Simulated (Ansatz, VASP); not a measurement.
**One calculation of Be, two programs**

```
Be
1.0
     2.10642    1.39218    0.00000
     2.10642   -1.39218    0.00000
     0.00000    0.00000   -5.67906
Be
4
Direct
  0.15000 0.85000 0.88300
  0.35000 0.65000 0.38300
  0.85000 0.15000 0.11700
  0.65000 0.35000 0.61700
```

The cell was built by a generator and needn't be a form met in nature.

Alike in both runs: task single point; functional PBE; k mesh 10 × 10 × 4; collinear spin.

```csv
,VASP,Ansatz
version,VASP 6.6.1,Ansatz 0.2.0
potentials or method,"VASP PAW PBE potentials, release 64 (Be)",PAW plane waves
plane-wave cutoff (eV),520,420
occupations,tetrahedron,tetrahedron-uncorrected
valence electrons in the cell,8,8
```

VASP gave:

| Property | Result |
| --- | --- |
| gap on the k mesh at the Fermi level (eV) | none |
| pressure (GPa) | 23.9 |
| largest component of the traceless stress (GPa) | 56.57 |
| rms of the force components (eV/Å) | 3.893 |
| net moment per atom (μB) | 0.00 |

**Question.** Estimate Ansatz's values.

**Answer.** gap on the k mesh at the Fermi level (eV): none; pressure (GPa): 23.7; largest component of the traceless stress (GPa): 56.50; rms of the force components (eV/Å): 3.878; net moment per atom (μB): 0.00.

Atom by atom the forces differ by 0.014 eV/Å (rms over components). A gap of «none» marks a metal or a gap that the smearing closes. Ansatz warned: «band_table_not_solved_further».

Caveats: so large a pressure means that the cell lies far from this level's equilibrium, or that cutoff or potentials fall short (VASP); forces of over 1 eV/Å show positions far from the minimum, so gaps and moduli don't describe the material at rest.
